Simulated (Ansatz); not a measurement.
The system is CoO.

```
Co O
1.0
     1.50547    0.86918    2.43993
    -1.50547    0.86918    2.43993
     0.00000   -1.73837    2.43993
Co O
1 1
Direct
  0.00000 0.00000 0.00000
  0.50000 0.50000 0.50000
```

The cell is a database's computed one.

Base run:

- Program: Ansatz 0.2.0
- Functional: PBE
- Potentials or basis: Ansatz PAW
- Cutoff: 420 eV (not typed: the program's choice for these potentials)
- k mesh: 9 × 9 × 9
- Occupations: fermi-dirac, width 0.05 eV
- Spin: collinear spin, ferromagnetic start
- Starting moments: [2.0, 0.0] μB
- Fixed moment: 2 μB

Its results: pressure -7.5 GPa; site moments Co +1.82; O +0.08 μB.

The run is repeated on the same cell with these changes: fixed moment from 2 μB to 4 μB; moments at the start from [2.0, 0.0] to [4.0, 0.0]. What comes out?

Pressure 24.8 GPa; site moments Co +2.91; O +0.68 μB.

Caveats: the total moment is fixed, so each spin has its own Fermi level; a cell with one magnetic atom can't hold antiferromagnetic order, which such compounds often take; the thresholds are loose for stress.
